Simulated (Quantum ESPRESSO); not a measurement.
## Ni in Quantum ESPRESSO: the effect of target pressure

The system is Ni.

```xyz
1
Lattice="0.0000 1.7376 1.7376 1.7376 0.0000 1.7376 1.7376 1.7376 0.0000" Properties=species:S:1:pos:R:3 pbc="T T T"
Ni    0.0000    0.0000    0.0000
```

Alike in all runs:

| Property | Result |
| --- | --- |
| Program | Quantum ESPRESSO 7.5 |
| Task | phonons |
| Functional | LDA |
| Potentials or basis | GBRV 1.5 LDA |
| Cutoff | 612 eV |
| Density cutoff | 4898 eV |
| k mesh | 11 × 11 × 11 |
| Occupations | cold, width 0.2 eV |
| Spin | collinear spin, ferromagnetic start |
| Starting moments | [1.0] μB |

Each run relaxes the cell or the atoms first.

```csv
target pressure,relaxed volume (Å³/atom),highest phonon frequency (cm⁻¹)
-3 GPa,?,?
0 GPa,10.03,299
3 GPa,9.91,305
8 GPa,9.74,316
15 GPa,9.52,330
```

Task: What does the run with target pressure -3 GPa give?

Result: Relaxed volume 10.15 Å³/atom; highest phonon frequency 292 cm⁻¹.

Worked out: In Murnaghan's law V^(-B') rises as a straight line in P. The other rows fit best with B' = 5.4, V0 = 10.03 Å³/atom and B0 = 250 GPa, which gives 10.15 Å³/atom at -3 GPa, against the run's 10.15. A straight line through the other rows of the highest phonon frequency, of slope 2.08 cm⁻¹ per GPa, extrapolates to 293 cm⁻¹, against the run's 292.

Caveats: the mesh is thin for the phonons of a metal; the q point doesn't lie on the k mesh, which can shift a metal's frequencies strongly unless the mesh is converged; the cell is more than 3 GPa from zero pressure, which shifts response properties (some runs).
